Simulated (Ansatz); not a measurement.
Crystal: Ni.

```
Ni
1.0
     0.00000    1.73757    1.73757
     1.73757    0.00000    1.73757
     1.73757    1.73757    0.00000
Ni
1
Direct
  0.00000 0.00000 0.00000
```

| Quantity | Value |
| --- | --- |
| Program | Ansatz 0.2.0 |
| Task | relaxation of cell and atoms |
| Functional | LDA |
| Potentials or basis | Ansatz PAW |
| Cutoff | 420 eV (not typed: the program's choice for these potentials) |
| k mesh | 13 × 13 × 13 |
| Occupations | fermi-dirac, width 0.05 eV |
| Spin | collinear spin, ferromagnetic start |
| Starting moments | [1.0] μB |

At the start: volume 10.49 Å³/atom.

How do energy, volume and symmetry change on relaxing?

It ends after 5 steps and the volume is 10.04 Å³/atom (-4.3 %); space group Fm-3m (No. 225, to 0.05 Å); moment 0.62 μB per cell.

Step by step:
| step | energy change (eV) | largest force (eV/Å) | volume (Å³) |
| --- | --- | --- | --- |
| 1 | 0.0000 | 0.0000 | 10.49 |
| 2 | -0.0114 | 0.0000 | 10.26 |
| 3 | -0.0154 | 0.0000 | 10.02 |
| 4 | -0.0155 | 0.0000 | 10.04 |
| 5 | -0.0152 | 0.0000 | 10.04 |

Final structure:
```
Ni
1.0
     0.00000    1.71207    1.71207
     1.71207    0.00000    1.71207
     1.71207    1.71207    0.00000
Ni
1
Direct
  0.00000 0.00000 0.00000
```

Caveat: the plane-wave basis is chosen anew once the cell has moved, so the energies of steps on either side of that aren't comparable; the PAW data sets come from PBE, with cores solved anew for the run's functional, which leaves a small shift of forces and pressure.
